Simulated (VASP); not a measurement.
**KI: single point with LDA**

**Experimental background.**

A printed reference work, monograph reports, for a bulk crystal of KI: band gap 6.32 eV.

KI:

```xyz
2
Lattice="0.0000 3.4092 3.4092 3.4092 0.0000 3.4092 3.4092 3.4092 0.0000" Properties=species:S:1:pos:R:3 pbc="T T T"
K     0.0000    0.0000    0.0000
I     3.4092    3.4092    3.4092
```

```
Program                : VASP 6.6.1
Task                   : single point
Functional             : LDA
Potentials or basis    : VASP PAW LDA potentials, release 64 (K_sv, I)
Cutoff                 : 500 eV
k mesh                 : 6 × 6 × 6
Occupations            : gaussian, width 0.02 eV
Spin                   : no spin polarisation
Dipole correction      : no
Further INCAR settings : ALGO = Normal; EDIFF = 1e-06; NBANDS = 15
```

The pressure is 0.0 GPa. The band gap on the k mesh is 3.88 eV.

Levels at points of the mesh, in eV from the valence-band top:
| k point | band 5 | band 6 | band 7 | band 8 | band 9 | band 10 | band 11 | band 12 |
| --- | --- | --- | --- | --- | --- | --- | --- | --- |
| (0.00, 0.00, 0.00) | -10.75 | 0.00 | 0.00 | 0.00 | 3.88 | 6.21 | 6.21 | 6.21 |
| (0.50, 0.00, 0.00) | -10.25 | -1.66 | -0.46 | -0.46 | 5.36 | 7.72 | 8.18 | 8.18 |
| (0.50, 0.50, 0.00) | -10.55 | -1.21 | -0.44 | -0.44 | 4.49 | 5.73 | 8.04 | 8.86 |

It took 9.8 s on 1 thread of Intel(R) Xeon(R) Platinum 8559C (Emerald Rapids), with other jobs on the host, peak memory 0.17 GiB.

Measured gap of KI: 6.32 eV (a printed reference work, monograph). This calculation gives 3.88 eV (-2.44 eV). Spin-orbit coupling on I is left out. The value is that of LDA, without temperature or zero-point motion. Semilocal functionals fall short of measured gaps as a rule.

Caveat: spin-orbit coupling is left out, which moves the levels of the heavy elements.
